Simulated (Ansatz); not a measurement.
The reference is ZnTe in the zinc blende structure (space group F-43m, No. 216; a = 6.115 Å). Axes: x, y, z lie along the cube axes.

Method: plane-wave PAW DFT at the r2SCAN level (Ansatz, a quantum-chemistry and plane-wave program, 500 eV), spin-orbit coupling left out, earlier PAW set.

Base values:

| Quantity | Result |
|---|---|
| Band gap | 1.78 eV |
| Valence-band top at Γ | 0.00, 0.00, 0.00 eV |

Now apply this change: uniaxial strain ε_yy = −5.43 %, all other strain components held at zero; the atoms relax in the strained cell.

**Question.** What happens to the band gap and valence-band top at Γ?

**Answer.** The band gap goes up by 0.14 eV (1.78 eV → 1.92 eV); the valence-band top at Γ (three highest levels, from the VBM) changes from 0.00, 0.00, 0.00 eV to 0.00, -0.20, -0.20 eV.

With Te present, leaving out spin-orbit coupling can change the band edges. Whether these cells are dynamically stable was not tested.
